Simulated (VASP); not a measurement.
# BaO (Fm-3m) in VASP: a series of runs

One crystal, BaO, is run at these levels: HSE06, r2SCAN, PBE0; tasks: electrostatic potential.

Everything below comes from runs of VASP 6.6.1. Logs are shortened: lines on timing, memory, paths and dates and some standing lists are left out, and cuts for length are marked.

## (1) The crystal as given

It takes space group Fm-3m (No. 225, cubic). The conventional cell has a = 5.613 Å, b = 5.613 Å, c = 5.613 Å, α = 90.00°, β = 90.00°, γ = 90.00°. Ba (site symmetry m-3m) has 6 O at 2.81 Å as nearest neighbours. O (site symmetry m-3m) has 6 Ba at 2.81 Å as nearest neighbours.

The cell was built by a generator and needn't be a form met in nature.

## (2) Electrostatic potential, HSE06

The input, POSCAR:

```
BaO                                     
1.0
    0.0000000000      2.8066082545      2.8066082545
    2.8066082545     -0.0000000000      2.8066082545
    2.8066082545      2.8066082545     -0.0000000000
  Ba              O             
     1     1
Direct
     0.0000000000000000    0.0000000000000000    0.0000000000000000
     0.5000000000000000    0.5000000000000000    0.5000000000000000
```

The input, INCAR.step1:

```
PREC = Accurate
ENCUT = 520
EDIFF = 1E-5
ISMEAR = 0
SIGMA = 0.02
LREAL = False
LASPH = True
NELM = 60
ALGO = Normal
ISIF = 2
LWAVE = True
GGA = PE
KPAR = 4
```

The input, INCAR.step2:

```
PREC = Accurate
ENCUT = 520
EDIFF = 1E-7
ISMEAR = 0
SIGMA = 0.02
LREAL = False
LASPH = True
NELM = 60
ALGO = Normal
ISIF = 2
LWAVE = False
LCHARG = True
GGA = PE
LHFCALC = True
HFSCREEN = 0.2
PRECFOCK = Fast
LVHAR = True
ISTART = 1
KPAR = 4
```

The input, KPOINTS:

```
Automatic mesh
0
Gamma
  6 6 6
```

Potentials or basis: VASP PAW PBE potentials, release 64 (Ba_sv, O).

On the command line:

```console
cat potpaw_PBE.64/Ba_sv/POTCAR potpaw_PBE.64/O/POTCAR > POTCAR
cp INCAR.step1 INCAR
mpirun -np 4 vasp_std > vasp.out
cp INCAR.step2 INCAR
mpirun -np 4 vasp_std > vasp.out
```

OUTCAR:

```text
PREC = Accurate
   ENCUT = 520
   EDIFF = 1E-7
   ISMEAR = 0
   LREAL = False
   LASPH = True
   NELM = 60
   ISIF = 2
   GGA = PE
   LHFCALC = True
   HFSCREEN = 0.2
   PRECFOCK = Fast
   ISTART = 1

 ion  position               nearest neighbor table
   1  0.000  0.000  0.000-   2 2.81   2 2.81   2 2.81   2 2.81   2 2.81   2 2.81
   2  0.500  0.500  0.500-   1 2.81   1 2.81   1 2.81   1 2.81   1 2.81   1 2.81

  LATTYP: Found a face centered cubic cell.
 ALAT       =     5.6132165090

  Lattice vectors:

 A1 = (   0.0000000000,   2.8066082545,   2.8066082545)
 A2 = (   2.8066082545,   0.0000000000,   2.8066082545)
 A3 = (   2.8066082545,   2.8066082545,   0.0000000000)

Analysis of symmetry for initial positions (statically):
=====================================================================
 Subroutine PRICEL returns:
 Original cell was already a primitive cell.

 Routine SETGRP: Setting up the symmetry group for a
 face centered cubic supercell.

 Subroutine GETGRP returns: Found 48 space group operations
 (whereof 48 operations were pure point group operations)
 out of a pool of 48 trial point group operations.

The static configuration has the point symmetry O_h .

Analysis of symmetry for dynamics (positions and initial velocities):
=====================================================================
 Subroutine PRICEL returns:
 Original cell was already a primitive cell.

 Routine SETGRP: Setting up the symmetry group for a
 face centered cubic supercell.

 Subroutine GETGRP returns: Found 48 space group operations
 (whereof 48 operations were pure point group operations)
 out of a pool of 48 trial point group operations.

The dynamic configuration has the point symmetry O_h .

 Subroutine INISYM returns: Found 48 space group operations
 (whereof 48 operations are pure point group operations),
 and found     1 'primitive' translations

----------------------------------------------------------------------------------------

                                     Primitive cell

  volume of cell :      44.2156

  direct lattice vectors                    reciprocal lattice vectors
     0.000000000  2.806608254  2.806608254    -0.178150976  0.178150976  0.178150976
     2.806608254  0.000000000  2.806608254     0.178150976 -0.178150976  0.178150976
     2.806608254  2.806608254  0.000000000     0.178150976  0.178150976 -0.178150976

  length of vectors
     3.969143458  3.969143458  3.969143458     0.308566542  0.308566542  0.308566542

  position of ions in fractional coordinates (direct lattice)
     0.000000000  0.000000000  0.000000000
     0.500000000  0.500000000  0.500000000

  ion indices of the primitive-cell ions
   primitive index   ion index
                 1           1
                 2           2

----------------------------------------------------------------------------------------

 KPOINTS: Automatic mesh

Automatic generation of k-mesh.
 Grid dimensions read from file:
 generate k-points for:    6    6    6

 Generating k-lattice:

  Cartesian coordinates                     Fractional coordinates (reciprocal lattice)
    -0.029691829  0.029691829  0.029691829     0.166666667  0.000000000  0.000000000
     0.029691829 -0.029691829  0.029691829     0.000000000  0.166666667  0.000000000
     0.029691829  0.029691829 -0.029691829     0.000000000  0.000000000  0.166666667

  Length of vectors
     0.051427757  0.051427757  0.051427757

  Shift w.r.t. Gamma in fractional coordinates (k-lattice)
     0.000000000  0.000000000  0.000000000

 Subroutine IBZKPT returns following result:
 ===========================================

 Found     16 irreducible k-points:

 Following reciprocal coordinates:
            Coordinates               Weight
  0.000000  0.000000  0.000000      1.000000
  0.166667  0.000000  0.000000      8.000000
  0.333333  0.000000  0.000000      8.000000
  0.500000  0.000000  0.000000      4.000000
  0.166667  0.166667  0.000000      6.000000
  0.333333  0.166667  0.000000     24.000000
[... 8 lines left out ...]
 -0.333333  0.333333  0.166667     24.000000
 -0.333333  0.500000  0.166667     12.000000
   k-points           NKPTS =     16   k-points in BZ     NKDIM =    216   number of bands    NBANDS=     12
   number of dos      NEDOS =    301   number of ions     NIONS =      2
   total plane-waves  NPLWV =  27000
   dimension x,y,z NGX =    30 NGY =   30 NGZ =   30
   dimension x,y,z NGXF=    60 NGYF=   60 NGZF=   60
   ions per type =               1   1
   NGX,Y,Z   is equivalent  to a cutoff of  12.57, 12.57, 12.57 a.u.
   NGXF,Y,Z  is equivalent  to a cutoff of  25.13, 25.13, 25.13 a.u.
 SYSTEM =  unknown system
   PREC   = accura    normal or accurate (medium, high low for compatibility)
   ISTART =      1    job   : 0-new  1-cont  2-samecut
   ICHARG =      0    charge: 1-file 2-atom 10-const
   ISPIN  =      1    spin polarized calculation?
   LNONCOLLINEAR =      F non collinear calculations
   LSORBIT =      F    spin-orbit coupling
   LASPH  =      T    aspherical Exc in radial PAW
   ENCUT  =  520.0 eV  38.22 Ry    6.18 a.u.   7.38  7.38  7.38*2*pi/ulx,y,z
   NELM   =     60;   NELMIN=  2; NELMDL=  0     # of ELM steps
   EDIFF  = 0.1E-06   stopping-criterion for ELM
   LREAL  =      F    real-space projection
   EDIFFG = 0.1E-05   stopping-criterion for IOM
   NSW    =      0    number of steps for IOM
   IBRION =     -1    ionic relax: 0-MD 1-quasi-New 2-CG
   NFREE  =      0    steps in history (QN), initial steepest desc. (CG)
   ISIF   =      2    stress and relaxation
   ISYM   =      3    0-nonsym 1-usesym 2-fastsym
   POTIM  = 0.5000    time-step for ionic-motion
   TEBEG  =    0.0;   TEEND  =   0.0 temperature during run
   PSTRESS=    0.0 pullay stress
   NELECT =      16.0000    total number of electrons
   NUPDOWN=      -1.0000    fix difference up-down
   EMIN   =  10.00;   EMAX   =-10.00  energy-range for DOS
   EFERMI =   0.00;   METHOD = LEGACY
   ISMEAR =     0;   SIGMA  =   0.02  broadening in eV -4-tet -1-fermi 0-gaus
   EFERMI_NEDOS =   21; number of points for ismear=-14 and -15
   IALGO  =     38    algorithm
   IMIX   =      1    mixing-type and parameters
     AMIX     =   0.40;   BMIX     =  1.00
     AMIX_MAG =   1.60;   BMIX_MAG =  1.00
  volume/ion in A,a.u.               =      22.11       149.19
  Fermi-wavevector in a.u.,A,eV,Ry     =   1.166603  2.204560 18.517015  1.360962
  Thomas-Fermi vector in A             =   2.303114
   LORBIT       =      0    0 simple, 1 ext, 2 COOP (PROOUT), +10 PAW based schemes
   GGA     = PE    functional components
   LHFCALC =     T    Hartree Fock is set to
   PRECFOCK=fast      Normal, Fast or Accurate (Low or Medium for compatibility)
   ENCUT4O =  -1.0   cutoff for four orbital integrals eV
   NKREDX  =     1    reduce k-point grid by
   NKREDY  =     1    reduce k-point grid by
   NKREDZ  =     1    reduce k-point grid by
   AEXX    =    0.2500 exact exchange contribution
   HFSCREEN=    0.2000 screening length (either q_TF or 0.3 A-1)
   HFSCREENC=   0.2000 screening length for correlation (either q_TF or 0.3 A-1)
   ENCUTFOCK=  -1.0 apply spherical cutoff to Coloumb kernel
   IVDW    =     0    specifies the selected vdW correction
   LEPSILON=     F    determine dielectric tensor
   LRPA    =     F    only Hartree local field effects (RPA)
 non-spin polarized calculation
 Gauss-broadening in eV      SIGMA  =   0.02
  energy-cutoff  :      520.00
  volume of cell :       44.22
 maximum number of plane-waves:      1243
 NGX is ok and might be reduce to    30
  NGX = 18; NGY = 18; NGZ = 18

 number of electron      16.0000003 magnetization

 Free energy of the ion-electron system (eV)
  ---------------------------------------------------
  ext. energy  EPLUGINS =         0.00000000
  ---------------------------------------------------
  free energy    TOTEN  =       -13.87966693 eV

  energy without entropy =      -13.87966693  energy(sigma->0) =      -13.87966693

 E-fermi :   0.7980     XC(G=0):  -7.7957

 val. band max:        0.6452606022   @ k =   0.5000   0.5000   0.0000
 cond. band min:       4.0423102474   @ k =   0.5000   0.5000   0.0000
 fundamental gap:      3.3970496452
 Fermi energy:         0.7979930203

 k-point     1 :       0.0000    0.0000    0.0000
  band No.  band energies     occupation
      1     -26.7703      2.00000
      2     -15.7489      2.00000
      3     -10.2608      2.00000
      4     -10.2608      2.00000
      5     -10.2608      2.00000
      6       0.3630      2.00000
      7       0.3630      2.00000
      8       0.3630      2.00000
      9       5.3628      0.00000
     10       6.7905      0.00000
     11       6.7905      0.00000
     12       6.7905      0.00000

 k-point     2 :       0.1667    0.0000    0.0000
  band No.  band energies     occupation
      1     -26.7116      2.00000
      2     -15.8995      2.00000
      3     -10.3304      2.00000
      4     -10.2877      2.00000
      5     -10.2877      2.00000
      6      -0.1551      2.00000
      7       0.0433      2.00000
      8       0.0433      2.00000
      9       6.3501      0.00000
     10       6.6933      0.00000
     11       7.2988      0.00000
     12       7.2988      0.00000

 k-point     3 :       0.3333    0.0000    0.0000
  band No.  band energies     occupation
      1     -26.5904      2.00000
      2     -16.2046      2.00000
      3     -10.4590      2.00000
      4     -10.3399      2.00000
      5     -10.3399      2.00000
      6      -0.9457      2.00000
      7      -0.5099      2.00000
      8      -0.5099      2.00000
      9       6.6770      0.00000
     10       8.5263      0.00000
     11       8.5263      0.00000
     12       8.7561      0.00000

 k-point     4 :       0.5000    0.0000    0.0000
  band No.  band energies     occupation
      1     -26.5277      2.00000
      2     -16.3591      2.00000
      3     -10.5183      2.00000
      4     -10.3653      2.00000
      5     -10.3653      2.00000
      6      -1.2775      2.00000
      7      -0.7549      2.00000
      8      -0.7549      2.00000
      9       6.9798      0.00000
     10       9.2938      0.00000
     11       9.2938      0.00000
     12      10.0239      0.00000

 k-point     5 :       0.1667    0.1667    0.0000
  band No.  band energies     occupation
      1     -26.6931      2.00000
      2     -15.9080      2.00000
      3     -10.4052      2.00000
      4     -10.4052      2.00000
      5     -10.2695      2.00000
      6      -0.5491      2.00000
      7       0.3333      2.00000
      8       0.3333      2.00000
      9       5.7644      0.00000
     10       6.4029      0.00000
     11       7.8808      0.00000
     12       7.8808      0.00000
[... 108 lines left out ...]
      1     -26.4650      2.00000
      2     -15.9015      2.00000
      3     -11.6820      2.00000
      4     -10.8193      2.00000
      5     -10.8193      2.00000
      6       0.5265      2.00000
      7       0.5265      2.00000
      8       0.6453      2.00000
      9       4.0423      0.00000
     10       7.9735      0.00000
     11      10.9903      0.00000
     12      11.3736      0.00000

 k-point    14 :       0.5000    0.3333    0.1667
  band No.  band energies     occupation
      1     -26.5166      2.00000
      2     -16.1257      2.00000
      3     -10.8982      2.00000
      4     -10.8813      2.00000
      5     -10.4081      2.00000
      6      -0.5468      2.00000
      7      -0.3272      2.00000
      8       0.3529      2.00000
      9       5.7066      0.00000
     10       8.0918      0.00000
     11       9.2036      0.00000
     12       9.9897      0.00000

 k-point    15 :      -0.3333    0.3333    0.1667
  band No.  band energies     occupation
      1     -26.4769      2.00000
      2     -16.1440      2.00000
      3     -11.0753      2.00000
      4     -11.0671      2.00000
      5     -10.3606      2.00000
      6      -0.7221      2.00000
      7       0.1147      2.00000
      8       0.1484      2.00000
      9       6.8045      0.00000
     10       7.0525      0.00000
     11       9.3663      0.00000
     12      10.6754      0.00000

 k-point    16 :      -0.3333    0.5000    0.1667
  band No.  band energies     occupation
      1     -26.4610      2.00000
      2     -16.0252      2.00000
      3     -11.4827      2.00000
      4     -11.0526      2.00000
      5     -10.4650      2.00000
      6      -0.3598      2.00000
      7       0.4498      2.00000
      8       0.5380      2.00000
      9       5.3263      0.00000
     10       8.2611      0.00000
     11       8.6829      0.00000
     12      11.6658      0.00000

------------------------ aborting loop because EDIFF is reached ----------------------------------------

  FORCE on cell =-STRESS in cart. coord.  units (eV):
  Direction    XX          YY          ZZ          XY          YZ          ZX
  --------------------------------------------------------------------------------------
  -------------------------------------------------------------------------------------
  Total       -0.4528830     -0.4528830     -0.4528830      0.0000000     -0.0000000      0.0000000
  in kB      -16.4104778    -16.4104778    -16.4104778      0.0000000     -0.0000000      0.0000000
  external PRESSURE =     -16.4104778 kB  Pullay stress =       0.0000000 kB

 VOLUME and BASIS-vectors are now :
 -----------------------------------------------------------------------------
  energy-cutoff  :      520.00
  volume of cell :       44.22
      direct lattice vectors                 reciprocal lattice vectors
     0.000000000  2.806608254  2.806608254    -0.178150976  0.178150976  0.178150976
     2.806608254  0.000000000  2.806608254     0.178150976 -0.178150976  0.178150976
     2.806608254  2.806608254  0.000000000     0.178150976  0.178150976 -0.178150976

 POSITION                                       TOTAL-FORCE (eV/Angst)
 -----------------------------------------------------------------------------------
      0.00000      0.00000      0.00000         0.000000     -0.000000      0.000000
      2.80661      2.80661      2.80661        -0.000000      0.000000     -0.000000
 -----------------------------------------------------------------------------------
    total drift:                               -0.000000     -0.000000     -0.000000

  FREE ENERGIE OF THE ION-ELECTRON SYSTEM (eV)
  ---------------------------------------------------
  free  energy   TOTEN  =       -13.8796669312 eV

  energy  without entropy=      -13.8796669312  energy(sigma->0) =      -13.87966693
```

Wall time 3.3 min (4 MPI ranks of Intel Xeon 6975P-C (Granite Rapids), shared host); peak memory 0.26 GiB.

What came out:

```yaml
Free_energy: -13.8797 eV
Pressure: -1.6 GPa
Band_gap_on_the_k_mesh: 3.40 eV, direct
```

Caveat: the PAW data sets were made with another functional, which shifts forces and pressure a little; spin-orbit coupling is left out, which moves the levels of the heavy elements. A k mesh can miss the band edges.

## (3) Electrostatic potential, r2SCAN

The input, INCAR:

```
PREC = Accurate
ENCUT = 520
EDIFF = 1E-7
ISMEAR = 0
SIGMA = 0.02
LREAL = False
LASPH = True
NELM = 60
ALGO = Normal
ISIF = 2
LWAVE = False
LCHARG = True
METAGGA = R2SCAN
LMIXTAU = True
LVHAR = True
KPAR = 4
```

The input, KPOINTS:

```
Automatic mesh
0
Gamma
  8 8 8
```

POSCAR is that of step 2.

Potentials or basis: VASP PAW PBE potentials, release 64 (Ba_sv, O).

On the command line:

```console
cat potpaw_PBE.64/Ba_sv/POTCAR potpaw_PBE.64/O/POTCAR > POTCAR
mpirun -np 4 vasp_std > vasp.out
```

Run time: 18 s. Hardware: 4 MPI ranks of Intel Xeon 6975P-C (Granite Rapids), shared host; peak memory 0.17 GiB.

Results (log left out):

```yaml
Free_energy: -37.8257 eV
Pressure: -1.2 GPa
Band_gap_on_the_k_mesh: 2.44 eV, direct
```

Levels at points of the mesh, in eV from the valence-band top:
| k point | band 6 | band 7 | band 8 | band 9 | band 10 | band 11 |
| --- | --- | --- | --- | --- | --- | --- |
| (0.00, 0.00, 0.00) | -0.27 | -0.27 | -0.27 | 3.95 | 5.14 | 5.14 |
| (0.50, 0.00, 0.00) | -1.82 | -1.32 | -1.32 | 5.28 | 7.54 | 7.54 |
| (0.50, 0.50, 0.00) | -0.11 | -0.11 | 0.00 | 2.44 | 6.41 | 9.37 |

Caveat: the PAW data sets were made with another functional, which shifts forces and pressure a little; spin-orbit coupling is left out, which moves the levels of the heavy elements.

## (4) Electrostatic potential, PBE0

POSCAR is that of step 3.

INCAR.step1 is that of step 2.

Changes to INCAR.step2 since step 2:

```diff
@@ -14,3 +14,3 @@
 LHFCALC = True
-HFSCREEN = 0.2
+AEXX = 0.25
 PRECFOCK = Fast
```

The input, KPOINTS:

```
Automatic mesh
0
Gamma
  6 6 6
```

On the command line:

```console
cat potpaw_PBE.64/Ba_sv/POTCAR potpaw_PBE.64/O/POTCAR > POTCAR
cp INCAR.step1 INCAR
mpirun -np 4 vasp_std > vasp.out
cp INCAR.step2 INCAR
mpirun -np 4 vasp_std > vasp.out
```

Run time: 2.7 min. Hardware: 4 MPI ranks of Intel Xeon 6975P-C (Granite Rapids), shared host; peak memory 0.18 GiB.

It converged, with:

```yaml
Free_energy: -14.4516 eV
Pressure: -1.7 GPa
Band_gap_on_the_k_mesh: 4.11 eV, direct
```

Levels at points of the mesh, in eV from the valence-band top:
```
           k point  band 4  band 5  band 6  band 7  band 8  band 9  band 10  band 11  band 12
(0.00, 0.00, 0.00)  -10.90  -10.90   -0.28   -0.28   -0.28    5.41     6.88     6.88     6.88
(0.50, 0.00, 0.00)  -11.01  -11.01   -1.95   -1.42   -1.42    7.08     9.41     9.41    10.09
(0.50, 0.50, 0.00)  -11.47  -11.47   -0.11   -0.11    0.00    4.11     8.07    11.11    11.45
```

Caveat: the PAW data sets were made with another functional, which shifts forces and pressure a little; spin-orbit coupling is left out, which moves the levels of the heavy elements.

## (5) Overview

| level | k mesh | grid for exact exchange (PRECFOCK) | screening parameter | exchange at q = 0 | gap on the mesh (eV) | pressure (GPa) |
| --- | --- | --- | --- | --- | --- | --- |
| HSE06 | 6 × 6 × 6 | Fast | 0.2 1/A | - | 3.40 | -1.6 |
| r2SCAN | 8 × 8 × 8 | - | - | - | 2.44 | -1.2 |
| PBE0 | 6 × 6 × 6 | Fast | - | default | 4.11 | -1.7 |

Alike in all rows: task electrostatic potential; potentials or basis VASP PAW PBE potentials, release 64 (Ba_sv, O); no spin polarisation; cell as given; cutoff (eV) 520; smearing gaussian 0.02 eV.

On the cell as given the gap runs from 2.44 eV (r2SCAN) to 4.11 eV (PBE0); the meshes differ, which moves gaps too. The pressure there spans -1.7 GPa (PBE0) to -1.2 GPa (r2SCAN); a positive pressure means that this level wants a larger cell, a negative one a smaller.

Caveats: the PAW data sets were made with another functional, which shifts forces and pressure a little; spin-orbit coupling is left out, which moves the levels of the heavy elements.

Absolute energies hang on the potentials; compare differences alone.
